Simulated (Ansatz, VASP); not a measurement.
# Rh in VASP and in Ansatz

```
Rh
1.0
     0.00000    1.89785    1.89785
     1.89785    0.00000    1.89785
     1.89785    1.89785    0.00000
Rh
1
Direct
  0.00000 0.00000 0.00000
```

Alike in both runs: functional PBEsol; k mesh 7 × 7 × 7; occupations fermi-dirac, width 0.05 eV; no spin polarisation.

```csv
,VASP,Ansatz
version,VASP 6.6.1,Ansatz 0.2.0
potentials or method,"VASP PAW PBE potentials, release 64 (Rh_pv)",Ansatz PAW
plane-wave cutoff (eV),520,420
valence electrons in the cell,15,17
task,single point,projected density of states
```

```tsv
	VASP	Ansatz	Ansatz less VASP
gap on the k mesh at the Fermi level (eV)	none	none	-
pressure (GPa)	-5.0	-5.0	+0.07
```

A gap of «none» marks a metal or a gap that the smearing closes. The two sets of potentials don't hold the same shells in valence.

Caveats: the k mesh is coarse (spacing up to 0.41 Å⁻¹), so the values aren't converged; the PAW data sets were made with another functional, which shifts forces and pressure a little (VASP); the PAW data sets come from PBE, with cores solved anew for the run's functional, which leaves a small shift of forces and pressure (Ansatz); the density of states is complete only up to the lowest level of the last band computed (Ansatz).
